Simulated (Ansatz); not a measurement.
**ZnCu under changes of volume**

One of the cells (13.070 Å³/atom); the others are scaled copies at fixed shape and fractional positions:

```xyz
2
Lattice="1.4880 -2.1213 0.0000 1.4880 2.1213 0.0000 0.0000 0.0000 4.1407" Properties=species:S:1:pos:R:3 pbc="T T T"
Zn    1.4880    0.0000    2.0704
Cu    0.0000    0.0000    0.0000
```

The cell comes from a database or a generator and needn't be the stable form of this composition.

```yaml
Program: Ansatz 0.2.0
Functional: PBE
Potentials_or_basis: Ansatz PAW
Cutoff: "420 eV (not typed: the program's choice for these potentials)"
k_mesh: 11 × 11 × 7
Occupations: fermi-dirac, width 0.05 eV
Spin: no spin polarisation
```

```tsv
volume (Å³/atom)	energy over the lowest point (meV/atom)	pressure (GPa)
12.286	19.55	8.3
12.548	8.53	5.3
12.809	2.18	2.6
13.070	0.00	0.2
13.332	1.50	-2.0
13.593	6.28	-3.8
13.855	?	?
```

Q: What does the run at 13.855 Å³/atom give?

A: Energy over the lowest point 13.94 meV/atom; pressure -5.5 GPa.

Worked out: A Birch-Murnaghan fit of order 3 (a polynomial in V^(-2/3)) to the other rows has its minimum at 13.09 Å³/atom with B0 = V·E''(V) = 112 GPa and B' = 4.8 at fixed shape and positions, which overstates the stiffness. It gives 14.02 meV/atom at 13.855 Å³/atom, against the run's 13.94, and -dE/dV = -5.6 GPa, against -5.5.

Energies are extrapolated to zero smearing.
